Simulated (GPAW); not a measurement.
## WS2 (Tungstenite): dielectric tensor with LDA

Crystal: WS2 (Tungstenite).

```
CELL_PARAMETERS angstrom
3.18000 0.00000 0.00000
-1.59000 2.75396 0.00000
0.00000 0.00000 12.50000
ATOMIC_POSITIONS crystal
W 0.66667 0.33333 0.75000
W 0.33333 0.66667 0.25000
S 0.66667 0.33333 0.37500
S 0.33333 0.66667 0.87500
S 0.66667 0.33333 0.12500
S 0.33333 0.66667 0.62500
```

```yaml
Program: GPAW 26.7.0
Task: dielectric tensor
Functional: LDA
Potentials_or_basis: the program's PAW data sets (release 1.2.1) made for this functional
Cutoff: 450 eV
Basis: pw
k_mesh: 8 × 8 × 2
Occupations: fermi-dirac, width 0.001 eV
Spin: no spin polarisation
Response_ecut: 80 eV
Maxiter: 150
Response_k_mesh: 17 × 17 × 4
Response_bands: 74
Kernels: "[\"RPA\", \"LR0.1\", \"ALDA_X\"]"
Coarser_k_mesh: 12 × 12 × 3
```

```json
{"Band gap on the k mesh": "1.11 eV, indirect (least direct gap 2.16 eV)", "Electronic dielectric tensor (diagonal)": "12.51, 12.51, 5.43"}
```

Electronic dielectric tensor:
```
12.51  0.00  0.00
 0.00 12.51  0.00
 0.00  0.00  5.43
```

Wall time 18 min on 1 thread of Arm Neoverse V2, with other jobs on the host, peak memory 2.6 GiB.

Caveat: the long-wavelength limit can be off by several per cent where d states take part; spin-orbit coupling is left out, which moves the levels of the heavy elements; an odd mesh through Γ misses points on the zone boundary, where band edges often lie.
